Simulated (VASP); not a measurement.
## How uniaxial stress along [001] changes CoSi2 (Fm-3m)

Wanted: the elastic response of CoSi2 to uniaxial stress along [001], with a fit that predicts a row left out.

Main program and level: VASP 6.6.1; PBEsol, no spin polarisation; plane waves and PAW (Co, Si); cell typed or built by script, in the first sound run; inputs show where later runs differ.

**1. Starting point**

It takes space group Fm-3m (No. 225, cubic). Conventional cell: a = 5.365 Å, b = 5.365 Å, c = 5.365 Å, α = 90.00°, β = 90.00°, γ = 90.00°. Co has 8 Si at 2.32 Å nearest. Si has 4 Co at 2.32 Å nearest. Farther neighbours are not listed.

**2. Relax the crystal, PBEsol**

The series starts from the cell that this level prefers, so that zero strain is near zero stress.

This step took 2 runs in a row; the last is shown.

Level: PBEsol, no spin polarisation; plane waves and PAW (Co, Si); cell typed or built by script.

Contents of INCAR:

```
SYSTEM = CoSi2
PREC = Accurate
ENCUT = 450
EDIFF = 1E-07
NELM = 120
ISMEAR = 1
SIGMA = 0.15
LREAL = .FALSE.
ALGO = Normal
GGA = PS
NBANDS = 14
LASPH = .TRUE.
LORBIT = 11
LWAVE = .FALSE.
LCHARG = .FALSE.
KPAR = 8
IBRION = 2
NSW = 40
ISIF = 3
EDIFFG = -0.005
POTIM = 0.4
```

Contents of POSCAR:

```
CoSi2
1.0
    0.0000000000      2.6565168648      2.6565168648
    2.6565168648      0.0000000000      2.6565168648
    2.6565168648      2.6565168648      0.0000000000
Co Si
1 2
Direct
    0.0000000000      0.0000000000      0.0000000000
    0.2500000000      0.2500000000      0.2500000000
    0.7500000000      0.7500000000      0.7500000000
```

Contents of KPOINTS:

```
Automatic mesh
0
Gamma
16 16 16
0 0 0
```

Potentials, in the order of the species: Co and Si (PBE family, release 64).

On the command line:

```sh
mpirun -np 8 vasp_std
```

What it wrote:

```text
[banner, memory and clock lines left out]
running    8 mpi-ranks, on    1 nodes
[...]
|                                                                             |
|           W    W    AA    RRRRR   N    N  II  N    N   GGGG   !!!           |
|           W    W   A  A   R    R  NN   N  II  NN   N  G    G  !!!           |
|           W    W  A    A  R    R  N N  N  II  N N  N  G       !!!           |
|           W WW W  AAAAAA  RRRRR   N  N N  II  N  N N  G  GGG   !            |
|           WW  WW  A    A  R   R   N   NN  II  N   NN  G    G                |
|           W    W  A    A  R    R  N    N  II  N    N   GGGG   !!!           |
|                                                                             |
|     For optimal performance we recommend to set                             |
|       NCORE = 2 up to number-of-cores-per-socket                            |
|     NCORE specifies how many cores store one orbital (NPAR=cpu/NCORE).      |
|     This setting can greatly improve the performance of VASP for DFT.       |
[...]
DAV:   4    -0.209819600683E+02    0.30871E-05   -0.34583E-05  4368   0.461E-02    0.687E-03
DAV:   5    -0.209819594869E+02    0.58140E-06   -0.15189E-06  5540   0.230E-02    0.208E-03
DAV:   6    -0.209819594875E+02   -0.58503E-09   -0.10840E-07  2848   0.346E-03
   2 F= -.20981959E+02 E0= -.20982070E+02  d E =0.105422E-04
 trial-energy change:    0.000011  1 .order    0.000005   -0.000019    0.000029
 step:   0.2621(harm=  0.4024)  dis= 0.00000  next Energy=   -20.981972 (dE=-0.244E-05)
[...]
N       E                     dE             d eps       ncg     rms          rms(c)
DAV:   1    -0.209820543222E+02   -0.94835E-04   -0.82246E-04  4550   0.540E-01    0.850E-02
DAV:   2    -0.209822991510E+02   -0.24483E-03   -0.19402E-03  5058   0.960E-01    0.148E-01
DAV:   3    -0.209819729460E+02    0.32620E-03   -0.97948E-04  4982   0.691E-01    0.152E-02
DAV:   4    -0.209819708332E+02    0.21128E-05   -0.17809E-05  4282   0.347E-02    0.488E-03
DAV:   5    -0.209819706591E+02    0.17414E-06   -0.77986E-07  5482   0.162E-02    0.151E-03
DAV:   6    -0.209819706362E+02    0.22857E-07   -0.51152E-08  2498   0.244E-03
   3 F= -.20981971E+02 E0= -.20982082E+02  d E =-.606499E-06
[...]
reached required accuracy - stopping structural energy minimisation
```

It took 11 s on 8 MPI ranks of Intel Xeon 6975P-C (Granite Rapids), shared host; peak memory 1.7 GiB; 86 s of CPU time.

The logs omit lines about the potential files and the build; timing stands in the text.

From OUTCAR (step 2):

```text
  Total        0.0049765      0.0049765      0.0049765      0.0000000      0.0000000     -0.0000000
  in kB        0.2127006      0.2127006      0.2127006      0.0000000      0.0000000     -0.0000000
  external PRESSURE =       0.2127006 kB  Pullay stress =       0.0000000 kB

 POSITION                                       TOTAL-FORCE (eV/Angst)
 -----------------------------------------------------------------------------------
      0.00000      0.00000      0.00000        -0.000000     -0.000000     -0.000000
      1.32816      1.32816      1.32816         0.000000      0.000000     -0.000000
      3.98447      3.98447      3.98447        -0.000000     -0.000000      0.000000
 -----------------------------------------------------------------------------------
    total drift:                               -0.000000     -0.000000      0.000000

  FREE ENERGIE OF THE ION-ELECTRON SYSTEM (eV)
  ---------------------------------------------------
  free  energy   TOTEN  =       -20.9819706362 eV

  energy  without entropy=      -20.9823058089  energy(sigma->0) =      -20.98208236

 reached required accuracy - stopping structural energy minimisation

[... 3 further parts left out ...]
[key lines of the parts left out:]
E-fermi :  10.3094
```

This run gave:

```
energy(sigma→0) of the program : -20.9821 eV
stress, compression positive   : xx, yy, zz 0.02, 0.02, 0.02 GPa
volume                         : 37.486 Å³
ionic steps                    : 3
```

**3. Strain across the axis, PBEsol**

One member in full: the axis is strained by -0.5 %, and the two directions across it are strained alike until their mean stress is under 0.012 GPa or five steps are spent.

This step took 3 runs, each at a new trial strain with the atoms of the one before; the last is shown.

Level: PBEsol, no spin polarisation; plane waves and PAW (Co, Si); cell typed or built by script.

INCAR: that of step 2 with these lines changed.

```diff
@@ -15,7 +15,7 @@
 LCHARG = .FALSE.
-KPAR = 8
-IBRION = 2
-NSW = 40
-ISIF = 3
-EDIFFG = -0.005
-POTIM = 0.4
+KPAR = 2
+IBRION = 1
+NSW = 25
+ISIF = 2
+EDIFFG = -0.004
+POTIM = 0.3
```

Contents of POSCAR:

```
CoSi2
1.0
    0.0000000000      2.6610396230      2.6430343630
    2.6610396230      0.0000000000      2.6430343630
    2.6610396230      2.6610396230      0.0000000000
Co Si
1 2
Direct
    0.0000000000      0.0000000000      0.0000000000
    0.2500000000      0.2500000000      0.2500000000
    0.7500000000      0.7500000000      0.7500000000
```

KPOINTS is that of step 2.

On the command line:

```sh
mpirun -np 2 vasp_std
```

What it wrote:

```text
[banner, memory and clock lines left out]
running    2 mpi-ranks, on    1 nodes
[...]
[... a notice as in an earlier step ...]

 LDA part: xc-table for (Slater+PW92), standard interpolation
 POSCAR, INCAR and KPOINTS ok, starting setup
[...]
entering main loop
       N       E                     dE             d eps       ncg     rms          rms(c)
DAV:   1     0.580252408997E+02    0.58025E+02   -0.62948E+03  9858   0.103E+03
DAV:   2    -0.193106162801E+02   -0.77336E+02   -0.70086E+02 10300   0.213E+02
DAV:   3    -0.225511199488E+02   -0.32405E+01   -0.31616E+01 12834   0.495E+01
DAV:   4    -0.226127279204E+02   -0.61608E-01   -0.61536E-01 11710   0.666E+00
[...]
DAV:  12    -0.209815252951E+02   -0.11385E-04   -0.39900E-05 11684   0.520E-02    0.208E-02
DAV:  13    -0.209815235067E+02    0.17884E-05   -0.37618E-06 14586   0.265E-02    0.583E-03
DAV:  14    -0.209815235040E+02    0.27126E-08   -0.94357E-07 15284   0.139E-02
   1 F= -.20981524E+02 E0= -.20981639E+02  d E =-.209815E+02
 BRION: g(F)=  0.189E-46 g(S)=  0.000E+00
 reached required accuracy - stopping structural energy minimisation
```

The job ended after 37 s (2 MPI ranks; peak memory 0.54 GiB).

OUTCAR, selected parts (step 3):

```text
  Total       -0.0000979     -0.0000979      0.1662341      0.0000000      0.0000000     -0.0000000
  in kB       -0.0041915     -0.0041915      7.1153307      0.0000000      0.0000000     -0.0000000
  external PRESSURE =       2.3689826 kB  Pullay stress =       0.0000000 kB

 POSITION                                       TOTAL-FORCE (eV/Angst)
 -----------------------------------------------------------------------------------
      0.00000      0.00000      0.00000        -0.000000      0.000000      0.000000
      1.33052      1.33052      1.32152        -0.000000     -0.000000      0.000000
      3.99156      3.99156      3.96455         0.000000     -0.000000     -0.000000
 -----------------------------------------------------------------------------------
    total drift:                               -0.000000     -0.000000      0.000000

  FREE ENERGIE OF THE ION-ELECTRON SYSTEM (eV)
  ---------------------------------------------------
  free  energy   TOTEN  =       -20.9815235040 eV

  energy  without entropy=      -20.9818700970  energy(sigma->0) =      -20.98163904

[... 1 part as in an earlier step ...]

[... 3 further parts left out ...]
[key lines of the parts left out:]
E-fermi :  10.3298
```

Numbers from this step:

```
energy(sigma→0) of the program : -20.9816 eV
stress, compression positive   : xx, yy, zz 0.00, 0.00, 0.71 GPa
ionic steps                    : 1
```

**4. All members**

The other members went through these steps as far as the tables show, with the same cutoff and, step by step, the same mesh; 30 runs are not shown. The session took 0.67 core hours (wall time by ranks) on a shared machine.

| strain along the axis (%) | strain across the axis (%) | stress along the axis, tension positive (GPa) | energy above the unstrained row, extrapolated to no smearing (meV/atom) |
| --- | --- | --- | --- |
| -2.000 | 0.753 | -3.087 | 2.384 |
| -1.500 | 0.560 | -2.259 | 1.317 |
| -1.000 | 0.369 | -1.469 | 0.580 |
| -0.500 | 0.178 | -0.712 | 0.146 |
| 0 | -0.012 | 0.013 | 0.000 |
| 0.500 | -0.201 | 0.707 | 0.127 |
| 1.000 | -0.389 | ? | ? |
| 1.500 | -0.561 | 2.005 | 1.153 |
| 2.000 | -0.746 | 2.627 | 2.041 |

**5. A fit to the known rows**

A least-squares parabola through the 8 rows shown, with e the strain in %: stress = − 0.06112 e² + 1.425 e + 0.01338 (GPa), r.m.s. residual 0.0052 GPa.

For the withheld row, e = 1, the fit gives 1.378 GPa.

**6. Prediction against calculation**

The calculation gives 1.375 GPa, so the prediction is 0.003 GPa too high.

Slopes at zero strain, from cubics through all rows: strain ratio -0.377, stress over strain 142 GPa.

**7. Outcome**

| Property | Result |
| --- | --- |
| error of the predicted stress | 0.003 GPa |
| Poisson ratio | 0.377 |
| Young's modulus along the axis | 142 GPa |

As a check, the curvature of the energy gives 140 GPa for the same modulus (energy per volume = E/2 × strain²), 2 % from the slope of the stress; these energies are extrapolated to no smearing, while the stress belongs to the free energy, so part of the difference may come from that. These are static values: temperature and zero-point motion are left out. In a metal the slopes also depend on mesh and smearing, which were held through the series.

[Lines on the potential files, build, host, timing and source positions are cut from VASP's logs without a mark.]

[Logs are printed without paths, hosts, clocks, repeated set-up lines and the standing remarks that a program may print on its own settings, such as how far it seeks lower states.]

[Hosts, paths, dates, database ids (printed as entryN), source tags and the programs' standing remarks are cut or masked in the printed files.]

[In band tables of VASP the shares of atoms and orbitals are scaled to a sum of 1 inside the atoms' spheres.]
